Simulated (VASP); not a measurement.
Input of a VASP 6.6.1 run:

INCAR

```
  PREC = Accurate
  ENCUT = 520
  EDIFF = 1E-6
  ISMEAR = -1
  SIGMA = 0.05
  LREAL = False
  LASPH = True
  NELM = 60
  ALGO = Normal
  ISIF = 2
  LWAVE = False
  LCHARG = False
  GGA = PE
  IVDW = 2
  LOPTICS = True
  NBANDS = 36
  NEDOS = 2000
  CSHIFT = 0.1
```

KPOINTS

```
Automatic mesh
0
Gamma
  11 11 11
```

File POSCAR:

```
I
1.0
   -1.6174560000      1.6174560000      4.2648080000
    1.6174560000     -1.6174560000      4.2648080000
    1.6174560000      1.6174560000     -4.2648080000
I
1
Cartesian
    0.0000000000      0.0000000000      0.0000000000
```

Potentials or basis: VASP PAW PBE potentials, release 64 (I).

Command:

```bash
$ cat potpaw_PBE.64/I/POTCAR > POTCAR
$ mpirun -np 1 vasp_std > vasp.out
```

Estimate the dispersion energy per atom.

-0.174 eV.

What does it give for the pressure?

-0.8 GPa.

Estimate the band gap on the k mesh.

none (metal or under the smearing width).

Dielectric function (mean over the directions given):
| energy (eV) | real part | imaginary part |
| --- | --- | --- |
| 0.40 | -122.91 | 87.40 |
| 0.87 | -27.34 | 7.28 |
| 1.34 | -9.95 | 1.95 |
| 1.88 | -3.64 | 0.72 |
| 2.35 | -1.22 | 0.41 |
| 2.89 | 0.24 | 0.25 |
| 3.36 | 1.05 | 0.17 |
| 3.90 | 1.73 | 0.12 |
| 4.37 | 2.24 | 0.11 |
| 4.90 | 2.75 | 0.15 |
| 5.37 | 3.31 | 0.15 |
| 5.91 | 4.12 | 0.27 |
| 6.38 | 5.64 | 0.69 |
| 6.92 | 6.35 | 4.36 |
| 7.39 | 3.34 | 7.00 |
| 7.86 | 2.27 | 6.03 |
| 8.40 | -0.33 | 3.62 |
| 8.87 | -0.13 | 4.44 |
| 9.41 | -0.05 | 1.73 |
| 9.88 | 1.33 | 2.54 |
| 10.41 | -0.26 | 3.95 |
| 10.88 | -0.93 | 2.27 |
| 11.42 | -0.33 | 1.98 |
| 11.89 | -0.12 | 1.81 |
| 12.43 | -0.24 | 2.05 |
| 12.90 | -0.91 | 1.33 |
| 13.44 | -0.36 | 1.37 |
| 13.91 | -0.59 | 0.87 |
| 14.38 | -0.40 | 0.91 |
| 14.91 | -0.31 | 0.70 |
| 15.38 | -0.23 | 0.50 |
| 15.92 | -0.01 | 0.46 |
| 16.39 | 0.07 | 0.55 |
| 16.93 | -0.12 | 0.48 |
| 17.40 | 0.01 | 0.34 |
| 17.94 | 0.09 | 0.30 |
| 18.41 | 0.13 | 0.20 |
| 18.95 | 0.25 | 0.16 |
| 19.42 | 0.30 | 0.20 |
| 19.95 | 0.37 | 0.16 |

Caveat: atom-pairwise D2, TS and ULG terms overbind metals; spectra need much finer meshes, so this one isn't converged; independent-particle spectra lack excitons; the intraband (Drude) part of a metal's response may be missing; an odd number of electrons without spin polarisation forces a metal; a magnetic or distorted state may lie lower; pairwise dispersion overbinds metals, which lowers pressure and volume. The run has no spin-orbit coupling, so splittings on I are missing.
